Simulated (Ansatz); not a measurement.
TaN (P-6m2), a sublattice moved along a line

The calculation used DFT PBEsol, scalar-relativistic, plane waves, PAW in Ansatz. Cutoff 420 eV, Γ-centred 18×18×16 k-points, Gaussian smearing of 0.15 eV. Spin–orbit coupling is left out, which can shift energies with elements as heavy as these. No spin polarisation. Energies are free energies at this smearing, counted from the undisturbed cell; pressure is positive in compression.

The undisturbed cell (as given, not relaxed at this level; it stands at -4.9 GPa; this form isn't the usual structure):

```
Ta N
1.0
     2.93800    0.00000    0.00000
    -1.46900    2.54438    0.00000
     0.00000    0.00000    2.88300
Ta N
1 1
Cartesian
  0.0000 1.6963 1.4415
  -1.4690 2.5444 0.0000
```

Every Ta atom is moved by x along the Cartesian unit vector (0.000, -0.762, -0.648); the cell and all other atoms stay fixed. The cell is metallic on the mesh throughout.

x (Å), ΔE (meV/cell) and a bar:
```
  -0.1000       65.9 #############################
  -0.0750       37.1 ################
  -0.0500       16.5 #######
  -0.0250        4.1 ##
   0.0000        0.0
   0.0250        4.2 ##
   0.0500       16.8 #######
   0.0750       38.0 #################
   0.0875       51.9 #######################
   0.1000       68.1 ##############################
```